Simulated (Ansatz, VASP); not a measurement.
CoSi2 in VASP and in Ansatz

Contents of INCAR:

```
SYSTEM = CoSi2
  PREC = Accurate
  ENCUT = 600
  EDIFF = 1E-7
  ISMEAR = 0
  SIGMA = 0.1
  LREAL = .FALSE.
  LASPH = .TRUE.
  NELM = 100
  ALGO = Fast
  ISIF = 3
  LWAVE = .FALSE.
  LCHARG = .FALSE.
  GGA = PE
  IBRION = 2
  NSW = 100
  EDIFFG = -0.005
```

Contents of KPOINTS:

```
Automatic mesh
0
G
  14 14 14
  0 0 0
```

Contents of POSCAR:

```
CoSi2
1.0
    0.0000000000      2.6825000000      2.6825000000
    2.6825000000      0.0000000000      2.6825000000
    2.6825000000      2.6825000000      0.0000000000
Co Si
1 2
Direct
    0.0000000000      0.0000000000      0.0000000000
    0.2500000000      0.2500000000      0.2500000000
    0.7500000000      0.7500000000      0.7500000000
```

Input for Ansatz:

```yaml
crystal:
  lattice:
    - [0.0, 2.6825, 2.6825]
    - [2.6825, 0.0, 2.6825]
    - [2.6825, 2.6825, 0.0]
  atoms:
    - { symbol: Co, position: [0.0, 0.0, 0.0] }
    - { symbol: Si, position: [0.25, 0.25, 0.25] }
    - { symbol: Si, position: [0.75, 0.75, 0.75] }
basis:
  ecutwfc: 420
kpoints:
  mp_grid: { grid: [14, 14, 14] }
hamiltonian:
  xc: pbe
scf:
  occupations: { method: gaussian, width: 0.1 }
output:
  forces: true
  stress: true
  eigenvalues: true
  write_density: true
  write_potential: true
  elf: true
  volumetric_format: npy
relax:
  adjacent_minimum: "off"
  f_tol: 0.005
  max_steps: 80
  cell: { stress_tol: 0.05 }
```

Alike in both runs: task relaxation of cell and atoms; functional PBE; k mesh 14 × 14 × 14; occupations gaussian, width 0.1 eV; no spin polarisation.

|  | VASP | Ansatz |
| --- | --- | --- |
| version | VASP 6.6.1 | Ansatz 0.2.0 |
| potentials or method | VASP PAW PBE potentials, release 64 (Co, Si) | scalar-relativistic, plane waves, PAW |
| plane-wave cutoff (eV) | 600 | 420 |
| valence electrons in the cell | 17 | 25 |

VASP gave:

| Property | Result |
| --- | --- |
| gap on the k mesh at the Fermi level, each at its own relaxed structure (eV) | none |
| relaxed volume (Å³/atom) | 12.82 |
| relaxed cell length with the largest relative difference (Å) | 3.789 |

**Question.** Which values does Ansatz return?

**Answer.** gap on the k mesh at the Fermi level, each at its own relaxed structure (eV): none; relaxed volume (Å³/atom): 12.83; relaxed cell length with the largest relative difference (Å): 3.790.

A gap of «none» marks a metal or a gap that the smearing closes. The two sets of potentials don't hold the same shells in valence.

Spin polarisation is off, so any magnetic state and its effect on volume and gap are missing.
